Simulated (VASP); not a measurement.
## SnSe monolayer and its bilayer

What are the lattice, gap and band positions of SnSe monolayer, and what does a second sheet change?

Program: VASP 6.6.1. Level of theory: PBE with D3(BJ); plane waves and PAW (Sn, Se), in the first sound run; inputs show where later runs differ. Results are calculated unless marked as measured.

This is a report of a sequence of runs, with most program output left out.

## Step 1: The structure

The cell holds 4 atoms: 2 Sn and 2 Se. Its edges and angles: a = 4.400 Å, b = 4.290 Å, c = 22.000 Å, α = 90.0°, β = 90.0°, γ = 90.0°. Vacuum lies along c.

## Step 2: Relaxing the monolayer

The sheet's cell relaxes in its plane with the atoms, while the vacuum is kept.

INCAR reads:

```
SYSTEM = SnSe
PREC = Normal
ENCUT = 350
EDIFF = 1E-06
NELM = 120
ISMEAR = 0
SIGMA = 0.03
LREAL = .FALSE.
ALGO = Normal
GGA = PE
IVDW = 12
NBANDS = 16
LORBIT = 11
LWAVE = .FALSE.
LCHARG = .FALSE.
KPAR = 4
IBRION = 2
NSW = 50
ISIF = 3
EDIFFG = -0.015
POTIM = 0.4
IDIPOL = 3
LDIPOL = .TRUE.
DIPOL = 0.5 0.5 0.5
LATTICE_CONSTRAINTS = .TRUE. .TRUE. .FALSE.
```

POSCAR reads:

```
SnSe
1.0
    4.4000000000      0.0000000000      0.0000000000
    0.0000000000      4.2900000000      0.0000000000
    0.0000000000      0.0000000000     22.0000000000
Sn Se
2 2
Direct
    0.1200000000      0.0000000000      0.5659090909
    0.6200000000      0.5000000000      0.4340909091
    0.5000000000      0.5000000000      0.5568181818
    0.0000000000      0.0000000000      0.4431818182
```

KPOINTS reads:

```
Automatic mesh
0
Gamma
7 7 1
0 0 0
```

Potentials, in the order of the species: Sn and Se (PBE family, release 64).

Launch:

```
$ mpirun -np 4 vasp_std
```

The job ended after 1.7 min (4 MPI ranks of AMD EPYC 9R14 (Zen 4), shared host; peak memory 0.92 GiB; 6.6 min of CPU time).

The gap is read on the k-mesh alone, so it is an upper bound where the band edges lie off the mesh. The data set Sn keeps the semicore shell frozen, which is cheaper and a little less accurate. The run keeps the 4 symmetry operations of its start, so it cannot find a distortion of lower symmetry.

Step by step (22 of 23):

```
step  energy less that of the first step (eV)  largest force (eV/Å)  pressure (GPa)  volume (Å³)
   1                                   0.0000                0.6883            0.65       415.27
   2                                  -0.0824                0.2819           -0.26       434.01
   3                                  -0.0825                0.2924           -0.23       433.18
   4                                  -0.1055                0.2224           -0.15       430.45
   5                                  -0.1337                0.1104            0.07       423.76
   6                                  -0.1344                0.1136            0.11       422.55
   7                                  -0.1364                0.0567           -0.02       423.98
   8                                  -0.1364                0.0529           -0.03       424.09
   9                                  -0.1377                0.0219            0.00       422.18
  10                                  -0.1378                0.0223            0.01       421.33
  11                                  -0.1383                0.0318           -0.01       421.58
  13                                  -0.1389                0.0395           -0.03       421.54
  14                                  -0.1390                0.0314           -0.01       421.12
  15                                  -0.1390                0.0289            0.00       420.99
  16                                  -0.1391                0.0227            0.00       421.20
  17                                  -0.1392                0.0181           -0.01       421.78
  18                                  -0.1393                0.0203            0.00       421.57
  19                                  -0.1394                0.0238            0.03       421.16
  20                                  -0.1394                0.0217            0.02       421.25
  21                                  -0.1395                0.0176            0.01       421.53
  22                                  -0.1395                0.0167            0.01       421.65
  23                                  -0.1395                0.0141            0.00       421.69
```

| cell as run | before | after | change |
| --- | --- | --- | --- |
| a (Å) | 4.400 | 4.490 | +2.0 % |
| b (Å) | 4.290 | 4.269 | -0.5 % |

The atoms that moved most (Å, along periodic axes as changes of fractional coordinates times the final cell, across vacuum about the mean position):

| atom | dx | dy | dz | length |
| --- | --- | --- | --- | --- |
| Se3 | 0.106 | 0.000 | 0.020 | 0.108 |
| Se4 | 0.106 | 0.000 | -0.020 | 0.108 |
| Sn2 | -0.106 | 0.000 | 0.015 | 0.107 |
| Sn1 | -0.106 | 0.000 | -0.015 | 0.107 |

The relaxed structure:

```xyz
4
Lattice="4.4900 0.0000 0.0000 0.0000 4.2690 0.0000 0.0000 0.0000 22.0000" Properties=species:S:1:pos:R:3
Sn    0.4328    0.0000   12.4351
Sn    2.6777    2.1345    9.5649
Se    2.3510    2.1345   12.2696
Se    0.1060    0.0000    9.7304
```

This step gave:

```yaml
electronic_cycles: 141
electrons: 20
free_energy_toten: -17.20 eV
fermi_energy: -2.206 eV
metallic: no
dipole_moment: 0, 0, 0 e·Å
gap_on_the_k_mesh: 1.162 eV
least_direct_gap_on_the_k_mesh: 1.227 eV
```

The run ended after 23 ionic steps, 0.140 eV below its first step, once forces and stress met EDIFFG = -0.015.

## Step 3: A second relaxation

The plane waves were chosen for the start cell, so the relaxation is repeated from its end.

INCAR, as its differences from that of step 2:

```diff
@@ -17,3 +17,3 @@
 IBRION = 2
-NSW = 50
+NSW = 30
 ISIF = 3
```

POSCAR reads:

```
SnSe
1.0
    4.4899724930      0.0000000000      0.0000000000
    0.0000000000      4.2689688995      0.0000000000
    0.0000000000      0.0000000000     22.0000000000
Sn Se
2 2
Direct
    0.0963822206      0.0000000000      0.5652329923
    0.5963822206      0.5000000000      0.4347670077
    0.5236177794      0.5000000000      0.5577094421
    0.0236177794      0.0000000000      0.4422905579
```

KPOINTS is that of step 2.

Launch:

```
$ mpirun -np 4 vasp_std
```

The job ended after 15 s (4 MPI ranks; peak memory 0.94 GiB; 55 s of CPU time).

Little changed from the start: no atom moved by 0.005 Å and no cell edge by 0.1 %.

This step gave:

| Item | Value |
| --- | --- |
| electronic cycles | 20 |
| Fermi energy | -2.207 eV |

The start already met the threshold, so nothing moved.

## Step 4: Vacuum level and density of states

A static run writes the electrostatic potential without exchange and correlation (LVHAR), which is flat in the vacuum and gives the level to count from. The dipole correction cancels the field that unlike faces would set up across the vacuum.

INCAR reads:

```
SYSTEM = SnSe
PREC = Normal
ENCUT = 350
EDIFF = 1E-06
NELM = 120
ISMEAR = 0
SIGMA = 0.03
LREAL = .FALSE.
ALGO = Fast
GGA = PE
IVDW = 12
NBANDS = 16
LORBIT = 11
LWAVE = .FALSE.
LCHARG = .TRUE.
IDIPOL = 3
LDIPOL = .TRUE.
DIPOL = 0.5 0.5 0.5
LVHAR = .TRUE.
LVACPOTAV = .TRUE.
NEDOS = 1500
LELF = .TRUE.
```

POSCAR is that of step 3.

KPOINTS is that of step 3.

KPOINTS_OPT reads:

```
Line mode
14
Line-mode
Reciprocal
  0.00000000   0.00000000   0.00000000 GAMMA
 -0.50000000   0.00000000   0.00000000 X

 -0.50000000   0.00000000   0.00000000 X
 -0.50000000  -0.50000000   0.00000000 S

 -0.50000000  -0.50000000   0.00000000 S
  0.00000000  -0.50000000   0.00000000 Y

  0.00000000  -0.50000000   0.00000000 Y
  0.00000000   0.00000000   0.00000000 GAMMA

  0.00000000   0.00000000   0.00000000 GAMMA
 -0.50000000  -0.50000000   0.00000000 S
```

Launch:

```
$ mpirun -np 4 vasp_std
```

Elapsed: 34 s, on 4 MPI ranks; peak memory 0.69 GiB.

Numbers from this step:

```yaml
electronic_cycles: 21
fermi_energy: -2.251 eV
least_gap_on_mesh_and_path: 1.131 eV
least_direct_gap_on_mesh_and_path: 1.202 eV
vacuum_levels: 2.118, 2.118 eV
ionisation_potentials_of_the_upper_and_lower_face: 4.479, 4.479 eV
electron_affinities_of_the_upper_and_lower_face: 3.348, 3.348 eV
```

Electronic bands along the path, in eV, zero at the valence-band top; v1 is the highest filled band, c1 the lowest empty one:

```
          point     v4     v3     v2     v1    c1    c2    c3    c4
              Γ  -2.83  -1.63  -1.63  -0.31  1.52  3.19  3.62  3.89
0.46 of the way  -2.33  -1.49  -0.75  -0.65  1.84  2.22  3.05  3.21
              X  -1.67  -1.67  -0.33  -0.33  1.53  1.53  2.47  2.47
0.54 of the way  -2.27  -2.27  -1.33  -1.33  2.73  2.73  3.72  3.72
              S  -3.11  -3.11  -1.52  -1.52  3.27  3.27  4.62  4.62
0.46 of the way  -2.38  -2.38  -1.39  -1.39  2.64  2.64  3.61  3.61
              Y  -1.73  -1.73  -0.54  -0.54  1.42  1.42  2.24  2.24
0.54 of the way  -2.40  -1.56  -0.89  -0.57  1.82  2.25  2.89  3.43
              Γ  -2.83  -1.63  -1.63  -0.31  1.52  3.19  3.62  3.89
0.54 of the way  -2.53  -1.56  -1.35  -0.39  1.65  2.62  2.74  3.84
              S  -3.11  -3.11  -1.52  -1.52  3.27  3.27  4.62  4.62
```

Of the projections kept (Sn, Se), the largest for each band there; the rest of the weight can lie on other orbitals:

```csv
point,v4,v3,v2,v1,c1,c2,c3,c4
Γ,Se 0.64,Se 0.75,Se 0.76,Se 0.71,Sn 0.92,Sn 0.73,Sn 0.77,Sn 0.64
X,Se 0.79,Se 0.79,Sn 0.54,Sn 0.54,Sn 0.67,Sn 0.67,Sn 0.86,Sn 0.86
S,Se 0.60,Se 0.60,Se 0.55,Se 0.55,Sn 0.76,Sn 0.76,Sn 0.53,Sn 0.53
Y,Se 0.81,Se 0.81,Sn 0.61,Sn 0.61,Sn 0.68,Sn 0.68,Sn 0.83,Sn 0.83
Γ,Se 0.64,Se 0.75,Se 0.76,Se 0.71,Sn 0.92,Sn 0.73,Sn 0.77,Sn 0.64
S,Se 0.61,Se 0.61,Se 0.55,Se 0.55,Sn 0.76,Sn 0.76,Sn 0.53,Sn 0.53
```

Zero at the Fermi level. The planar average of the electrostatic potential by height:

```csv
height (Å),planar average of the electrostatic potential (eV)
0.0,4.37
0.5,4.37
1.0,4.37
1.5,4.37
2.0,4.37
2.5,4.37
3.0,4.37
3.5,4.37
4.0,4.37
4.5,4.37
5.0,4.37
5.5,4.37
6.0,4.37
6.5,4.36
7.0,4.34
7.5,4.23
8.0,3.81
8.5,1.84
9.0,-4.21
9.5,-10.0
10.0,-9.05
10.5,-1.49
11.0,2.34
11.5,-1.49
12.0,-9.05
12.5,-10.0
13.0,-4.21
13.5,1.84
14.0,3.81
14.5,4.23
15.0,4.34
15.5,4.36
16.0,4.37
16.5,4.37
17.0,4.37
17.5,4.37
18.0,4.37
18.5,4.37
19.0,4.37
19.5,4.37
20.0,4.37
20.5,4.37
21.0,4.37
21.5,4.37
```

Density of states in the PAW spheres, an atom over height of the layer and energy from the Fermi level.

Ten even steps from '_' (0.00 states/eV) to '@' (1.22 states/eV), each cell a mean:
```
________
________
::----::
==++++==
::::::::
--****--
::****::
::====::
--++++--
--++++--
::----::
__....__
........
________
________
..____..
________
==....==
@@::::@@
%%....%%
________
________
```
Columns: height of the layer (Å) from 9.6 to 12.4 (not evenly spaced); rows upwards: energy from the Fermi level (eV) from -7.9 to 0.5.

ELF in the ca plane at fractional y = 0.000, with atoms of Sn and Se within 0.2 Å of it. It is the smooth field of the valence electrons, not physical close to the nuclei.

Values, 7 rows by 16 columns, each cell a mean:
```
0.00 0.00 0.00 0.00 0.00 0.03 0.37 0.81 0.76 0.63 0.75 0.95 0.84 0.30 0.02 0.00
0.05 0.00 0.00 0.00 0.00 0.01 0.11 0.54 0.69 0.29 0.27 0.47 0.26 0.04 0.00 0.00
0.00 0.00 0.00 0.00 0.00 0.00 0.02 0.11 0.19 0.05 0.05 0.05 0.01 0.00 0.00 0.00
0.00 0.00 0.01 0.00 0.00 0.00 0.01 0.05 0.07 0.04 0.11 0.11 0.03 0.00 0.00 0.00
0.10 0.00 0.00 0.00 0.00 0.00 0.08 0.43 0.52 0.23 0.46 0.63 0.36 0.06 0.00 0.00
0.00 0.00 0.02 0.00 0.00 0.03 0.38 0.84 0.83 0.64 0.79 0.94 0.86 0.32 0.02 0.00
0.00 0.00 0.00 0.00 0.00 0.06 0.51 0.85 0.65 0.78 0.86 0.97 0.95 0.50 0.04 0.00
```
Columns run along c (16.0 Å, from fractional 0.07 to 0.80 of the cell), rows up along a (4.5 Å). Atoms in or near the plane, at fractional coordinates: Sn at (0.57, 0.10), Se at (0.44, 0.02).

Valence density in the ca plane at fractional y = 0.000, with atoms of Sn and Se within 0.2 Å of it. It is the smooth field of the valence electrons, not physical close to the nuclei.

Values in e/Å³, 7 rows by 16 columns, each cell a mean:
```
0.00 0.00 0.00 0.00 0.00 0.00 0.05 0.54 0.66 0.29 0.20 0.22 0.06 0.00 0.00 0.00
0.00 0.00 0.00 0.00 0.00 0.00 0.02 0.20 0.31 0.10 0.08 0.08 0.02 0.00 0.00 0.00
0.00 0.00 0.00 0.00 0.00 0.00 0.01 0.05 0.07 0.03 0.04 0.03 0.01 0.00 0.00 0.00
0.00 0.00 0.00 0.00 0.00 0.00 0.01 0.03 0.04 0.03 0.06 0.05 0.01 0.00 0.00 0.00
0.00 0.00 0.00 0.00 0.00 0.00 0.01 0.11 0.17 0.09 0.15 0.15 0.03 0.00 0.00 0.00
0.00 0.00 0.00 0.00 0.00 0.00 0.04 0.44 0.64 0.27 0.13 0.19 0.08 0.00 0.00 0.00
0.00 0.00 0.00 0.00 0.00 0.00 0.07 0.61 0.41 0.44 0.10 0.18 0.10 0.01 0.00 0.00
```
Columns run along c (16.0 Å, from fractional 0.07 to 0.80 of the cell), rows up along a (4.5 Å). Atoms in or near the plane, at fractional coordinates: Sn at (0.57, 0.10), Se at (0.44, 0.02).

The map of layer states is cut here 0.5 eV above the Fermi level, so it leaves out the states above that.

The vacuum level lies 4.48 eV above the highest filled level at the upper face; both faces agree, as the slab has next to no dipole.

The program found no field-free point at its default tolerance, but its printed level agrees with the flat part of the planar average.

## Step 5: The slab in a field, field -0.1

A field across the slab, with the atoms held, gives the electronic response: the dipole changes linearly with the field, and the energy has a linear term from the slab's own dipole and a quadratic one from its polarisability.

INCAR reads:

```
SYSTEM = SnSe
PREC = Normal
ENCUT = 350
EDIFF = 1E-06
NELM = 120
ISMEAR = 0
SIGMA = 0.03
LREAL = .FALSE.
ALGO = Fast
GGA = PE
IVDW = 12
NBANDS = 16
LORBIT = 11
LWAVE = .FALSE.
LCHARG = .FALSE.
KPAR = 4
IDIPOL = 3
LDIPOL = .TRUE.
DIPOL = 0.5 0.5 0.5
EFIELD = -0.1
```

POSCAR is that of step 4.

KPOINTS is that of step 4.

Launch:

```
$ mpirun -np 4 vasp_std
```

The job ended after 16 s (4 MPI ranks; peak memory 0.93 GiB).

This step gave:

```yaml
electronic_cycles: 22
fermi_energy: -2.207 eV
dipole_moment: 0, 0, -0.05814 e·Å
```

VASP counts the dipole in electrons times Å, so a positive number points the physical dipole along −c. A positive EFIELD is likewise a physical field along −c.

Energy at zero smearing: -17.20385 eV.

## Step 6: The slab in a field, field 0.1

INCAR, as its differences from that of step 5:

```diff
@@ -19,2 +19,2 @@
 DIPOL = 0.5 0.5 0.5
-EFIELD = -0.1
+EFIELD = 0.1
```

POSCAR is that of step 5.

KPOINTS is that of step 5.

Launch:

```
$ mpirun -np 4 vasp_std
```

It took 15 s on 4 MPI ranks; peak memory 0.94 GiB.

Numbers from this step:

* Fermi energy: -2.209 eV
* dipole moment: 0, 0, 0.05815 e·Å

Energy at zero smearing: -17.20385 eV.

## Step 7: With spin-orbit coupling

This step: PBE with D3(BJ), spin-orbit coupling; plane waves and PAW (Sn, Se) (VASP 6.6.1).

For heavy elements spin-orbit coupling shifts the highest filled levels.

INCAR, as its differences from that of step 6:

```diff
@@ -11,4 +11,8 @@
 IVDW = 12
-NBANDS = 16
-LORBIT = 11
+LNONCOLLINEAR = .TRUE.
+MAGMOM = 0 0 0 0 0 0 0 0 0 0 0 0
+NBANDS = 32
+GGA_COMPAT = .FALSE.
+LASPH = .TRUE.
+LSORBIT = .TRUE.
 LWAVE = .FALSE.
@@ -19,2 +23 @@
 DIPOL = 0.5 0.5 0.5
-EFIELD = 0.1
```

POSCAR is that of step 6.

KPOINTS is that of step 6.

KPOINTS_OPT is that of step 4.

Launch:

```
$ mpirun -np 4 vasp_ncl
```

Wall time 3.1 min (4 MPI ranks); peak memory 3.1 GiB; 12 min of CPU time.

LASPH is switched on together with spin-orbit coupling, so the change from the scalar run holds both.

Numbers from this step:

* electronic cycles: 23
* free energy (TOTEN): -17.30 eV
* Fermi energy: -2.195 eV
* least gap on mesh and path: 1.057 eV
* least direct gap on mesh and path: 1.160 eV
* dipole moment: 0, 0, 0 e·Å

On-site spin-orbit energy by atom:

| atom | on-site spin-orbit energy (eV) |
| --- | --- |
| Sn1 | -0.0514 |
| Sn2 | -0.0514 |
| Se3 | -0.0416 |
| Se4 | -0.0416 |

The electronic bands at the labelled points (eV, zero at the valence-band top; v1 is the highest filled band, c1 the lowest empty one):

```csv
point,v4,v3,v2,v1,c1,c2,c3,c4
Γ,-1.51,-1.51,-0.30,-0.30,1.49,1.49,3.17,3.17
0.46 of the way,-0.80,-0.80,-0.59,-0.59,1.76,1.76,2.23,2.23
X,-0.34,-0.34,-0.34,-0.34,1.50,1.50,1.50,1.50
0.54 of the way,-1.41,-1.41,-1.26,-1.26,2.60,2.60,2.81,2.81
S,-1.58,-1.58,-1.48,-1.48,3.20,3.20,3.27,3.27
0.46 of the way,-1.51,-1.42,-1.37,-1.30,2.48,2.57,2.68,2.72
Y,-0.61,-0.61,-0.51,-0.51,1.32,1.32,1.46,1.46
0.54 of the way,-1.02,-0.82,-0.56,-0.52,1.74,1.75,2.22,2.28
Γ,-1.51,-1.51,-0.30,-0.30,1.49,1.49,3.17,3.17
0.54 of the way,-1.36,-1.35,-0.42,-0.39,1.61,1.64,2.55,2.58
S,-1.58,-1.58,-1.48,-1.48,3.20,3.20,3.27,3.27
```

## Step 8: A rigid stacking

This step: PBE with D3(BJ); plane waves and PAW (Sn, Se) (VASP 6.6.1).

System of this step: bilayer of SnSe monolayer. The cell holds 8 atoms: 4 Sn and 4 Se. Its edges and angles: a = 4.490 Å, b = 4.269 Å, c = 25.841 Å, α = 90.0°, β = 90.0°, γ = 90.0°. upper sheet same orientation, shifted by (0.00, 0.00). Vacuum lies along c.

Two rigid sheets are set at a typed distance in several high-symmetry stackings, to find where to start. The upper sheet is shifted or turned in the plane and never flipped over.

INCAR reads:

```
SYSTEM = SnSe
PREC = Normal
ENCUT = 350
EDIFF = 1E-05
NELM = 120
ISMEAR = 0
SIGMA = 0.03
LREAL = .FALSE.
ALGO = Fast
GGA = PE
IVDW = 12
NBANDS = 28
LORBIT = 11
LWAVE = .FALSE.
LCHARG = .FALSE.
KPAR = 4
IDIPOL = 3
LDIPOL = .TRUE.
DIPOL = 0.5 0.5 0.5
```

POSCAR reads:

```
SnSe
1.0
    4.4899724930      0.0000000000      0.0000000000
    0.0000000000      4.2689688995      0.0000000000
    0.0000000000      0.0000000000     25.8405033224
Sn Se
4 4
Direct
    0.0963822200      0.0000000000      0.4400166500
    0.5963822200      0.5000000000      0.3289409600
    0.0963822200      0.0000000000      0.6710590400
    0.5963822200      0.5000000000      0.5599833500
    0.5236177800      0.5000000000      0.4336112700
    0.0236177800      0.0000000000      0.3353463400
    0.5236177800      0.5000000000      0.6646536600
    0.0236177800      0.0000000000      0.5663887300
```

KPOINTS is that of step 7.

Launch:

```
$ mpirun -np 4 vasp_std
```

Run time: 23 s. Hardware: 4 MPI ranks; peak memory 1.1 GiB; 86 s of CPU time.

Numbers from this step:

```
electronic cycles              : 22
electrons                      : 40
free energy (TOTEN)            : -34.83 eV
Fermi energy                   : -0.7071 eV
gap on the k-mesh              : 0.8415 eV
least direct gap on the k-mesh : 0.977 eV
```

Force by atom:

```
atom  x (eV/Å)  y (eV/Å)  z (eV/Å)   size
 Sn1    -0.074     0.000     0.014  0.075
 Sn2     0.095     0.000    -0.140  0.169
 Sn3     0.095     0.000     0.140  0.169
 Sn4    -0.074     0.000    -0.014  0.075
 Se5     0.054     0.000     0.160  0.169
 Se6    -0.076     0.000    -0.253  0.264
 Se7    -0.076     0.000     0.253  0.264
 Se8     0.054     0.000    -0.160  0.169
```

Energy at zero smearing: -34.82530 eV.

## Step 9: A rigid stacking

INCAR is that of step 8.

POSCAR reads:

```
SnSe
1.0
    4.4899724930      0.0000000000      0.0000000000
    0.0000000000      4.2689688995      0.0000000000
    0.0000000000      0.0000000000     25.8405033224
Sn Se
4 4
Direct
    0.0963822200      0.0000000000      0.4400166500
    0.5963822200      0.5000000000      0.3289409600
    0.5963822200      0.0000000000      0.6710590400
    0.0963822200      0.5000000000      0.5599833500
    0.5236177800      0.5000000000      0.4336112700
    0.0236177800      0.0000000000      0.3353463400
    0.0236177800      0.5000000000      0.6646536600
    0.5236177800      0.0000000000      0.5663887300
```

KPOINTS is that of step 8.

Launch:

```
$ mpirun -np 4 vasp_std
```

The job ended after 21 s (4 MPI ranks; peak memory 1.1 GiB).

Energy at zero smearing: -34.93857 eV.

## Step 10: A rigid stacking

INCAR is that of step 9.

POSCAR reads:

```
SnSe
1.0
    4.4899724930      0.0000000000      0.0000000000
    0.0000000000      4.2689688995      0.0000000000
    0.0000000000      0.0000000000     25.8405033224
Sn Se
4 4
Direct
    0.0963822200      0.0000000000      0.4400166500
    0.5963822200      0.5000000000      0.3289409600
    0.0963822200      0.5000000000      0.6710590400
    0.5963822200      0.0000000000      0.5599833500
    0.5236177800      0.5000000000      0.4336112700
    0.0236177800      0.0000000000      0.3353463400
    0.5236177800      0.0000000000      0.6646536600
    0.0236177800      0.5000000000      0.5663887300
```

KPOINTS is that of step 9.

Launch:

```
$ mpirun -np 4 vasp_std
```

The job ended after 21 s (4 MPI ranks; peak memory 1.1 GiB; 77 s of CPU time).

Energy at zero smearing: -34.96345 eV.

## Step 11: A rigid stacking

INCAR is that of step 10.

POSCAR reads:

```
SnSe
1.0
    4.4899724930      0.0000000000      0.0000000000
    0.0000000000      4.2689688995      0.0000000000
    0.0000000000      0.0000000000     25.8405033224
Sn Se
4 4
Direct
    0.0963822200      0.0000000000      0.4400166500
    0.5963822200      0.5000000000      0.3289409600
    0.5963822200      0.5000000000      0.6710590400
    0.0963822200      0.0000000000      0.5599833500
    0.5236177800      0.5000000000      0.4336112700
    0.0236177800      0.0000000000      0.3353463400
    0.0236177800      0.0000000000      0.6646536600
    0.5236177800      0.5000000000      0.5663887300
```

KPOINTS is that of step 10.

Launch:

```
$ mpirun -np 4 vasp_std
```

Wall time 21 s (4 MPI ranks); peak memory 1.1 GiB.

Energy at zero smearing: -34.57388 eV.

(Part 1 of 2 ends here.)

[Lines on the potential files, build, host, timing and source positions are cut from VASP's logs without a mark.]

[Logs are printed without paths, hosts, clocks, repeated set-up lines and the standing remarks that a program may print on its own settings, such as how far it seeks lower states.]

[Hosts, paths, dates, database ids (printed as entryN), source tags and the programs' standing remarks are cut or masked in the printed files.]

[Runs that stopped without an error message from VASP are left out.]
